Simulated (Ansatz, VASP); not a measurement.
**Bi in VASP and in Ansatz**

The input POSCAR:

```
Bi
1.0
   -1.9189125550      1.9189125550      1.9189125550
    1.9189125550     -1.9189125550      1.9189125550
    1.9189125550      1.9189125550     -1.9189125550
Bi
1
Direct
    0.0000000000      0.0000000000      0.0000000000
```

The input INCAR.step1:

```
PREC     = Accurate       # precision mode
ENCUT    = 520            # plane-wave cutoff, eV
ISMEAR   = 0              # smearing method
SIGMA    = 0.1            # smearing width, eV
LREAL    = False          # projectors in reciprocal space
LASPH    = True           # aspherical terms in the spheres
NELM     = 100            # most SCF steps
NBANDS   = 14             # bands
GGA      = PE             # functional
ALGO     = Normal         # electronic algorithm
EDIFF    = 1E-4           # SCF threshold, eV
LWAVE    = True           # write WAVECAR
LCHARG   = False          # write CHGCAR
```

INCAR.step2

```
PREC     = Accurate       # precision mode
ENCUT    = 520            # plane-wave cutoff, eV
EDIFF    = 1E-6           # SCF threshold, eV
ISMEAR   = 0              # smearing method
SIGMA    = 0.1            # smearing width, eV
LREAL    = False          # projectors in reciprocal space
LASPH    = True           # aspherical terms in the spheres
NELM     = 100            # most SCF steps
ALGO     = Normal         # electronic algorithm
ISIF     = 2              # what is computed and relaxed
LWAVE    = False          # write WAVECAR
LCHARG   = False          # write CHGCAR
METAGGA  = R2SCAN         # meta-GGA
LMIXTAU  = True         
NBANDS   = 14             # bands
ISTART   = 1
```

Contents of KPOINTS:

```
Automatic mesh
0
Gamma
  16 16 16
```

Input for Ansatz:

```yaml
crystal:
  lattice:
    - [-1.918912555, 1.918912555, 1.918912555]
    - [1.918912555, -1.918912555, 1.918912555]
    - [1.918912555, 1.918912555, -1.918912555]
  atoms:
    - { symbol: Bi, position: [0.0, 0.0, 0.0] }
basis:
  ecutwfc: 500
kpoints:
  mp_grid: { grid: [16, 16, 16] }
hamiltonian:
  xc: r2scan
scf:
  occupations: { method: gaussian, width: 0.1 }
output:
  forces: true
  stress: true
  eigenvalues: true
```

Alike in both runs: task single point; functional r2SCAN; k mesh 16 × 16 × 16; occupations gaussian, width 0.1 eV; no spin polarisation.

```csv
,VASP,Ansatz
version,VASP 6.6.1,Ansatz 0.2.0
potentials or method,"VASP PAW PBE potentials, release 64 (Bi_d)","scalar-relativistic, plane waves, PAW"
plane-wave cutoff (eV),520,500
valence electrons in the cell,15,15
```

```csv
,VASP,Ansatz,Ansatz less VASP
gap on the k mesh at the Fermi level (eV),none,none,-
pressure (GPa),6.6,6.6,+0.03
```

A gap of «none» marks a metal or a gap that the smearing closes.

Caveats: the PAW data sets were made with another functional, which shifts forces and pressure a little (VASP); spin-orbit coupling is left out, which moves the levels of the heavy elements.
